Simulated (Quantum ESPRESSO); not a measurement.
**SiO2: equation of state with PBEsol**

Crystal: SiO2.

```
Si O
1.0
     4.23317    0.00000    0.00000
     0.00000    4.23317    0.00000
     0.00000    0.00000    2.69349
Si O
2 4
Direct
  0.00000 0.00000 0.00000
  0.50000 0.50000 0.50000
  0.80684 0.19316 0.50000
  0.30684 0.30684 0.00000
  0.19316 0.80684 0.50000
  0.69316 0.69316 0.00000
```

The cell comes from a database or a generator and needn't be the stable form of this composition.

| Property | Result |
| --- | --- |
| Program | Quantum ESPRESSO 7.5 |
| Task | equation of state |
| Functional | PBEsol |
| Potentials or basis | GBRV 1.5 PBEsol |
| Cutoff | 612 eV |
| Density cutoff | 4898 eV |
| k mesh | 6 × 6 × 10 |
| Occupations | fermi-dirac, width 0.05 eV |
| Spin | no spin polarisation |
| Mixing beta | 0.5 |
| Most SCF iterations | 120 |
| SCF threshold | 1.2e-09 Ry |

The equilibrium volume is 7.88 Å³/atom. The bulk modulus at fixed shape and positions is 317 GPa and the pressure derivative of the bulk modulus is 4.2.

Energy against volume, from the lowest point:
```tsv
volume (Å³/atom)	energy (meV/atom)
7.562	13.80
7.723	3.28
7.884	0.00
8.044	3.19
8.205	12.24
8.366	26.53
8.527	45.53
```

All runs of the series together: 2.4 min on 2 threads of Arm Neoverse V2, on a shared host.

Caveat: the cell was scaled at fixed shape and fractional positions, which overstates the stiffness of a crystal with free parameters, most of all of layers and chains.
